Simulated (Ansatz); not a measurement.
An element in the fcc structure gives these cold pressures by all-electron LAPW under PBE (Ansatz 0.2.0, scalar-relativistic, no spin polarisation).

```tsv
V (Å³/atom)	P (GPa)
29.09	0.00
26.76	3.99
24.43	9.80
22.11	18.45
19.78	31.7
17.45	52.8
15.12	87.2
13.09	139.3
```

(1) Which element is it?

Results:

(1) Lu. Its zero-pressure volume in this structure is near 29.1 Å³/atom; the volume and the steepness of P(V) together point to it, though neighbours can come close. Neighbours weren't tried against these numbers.
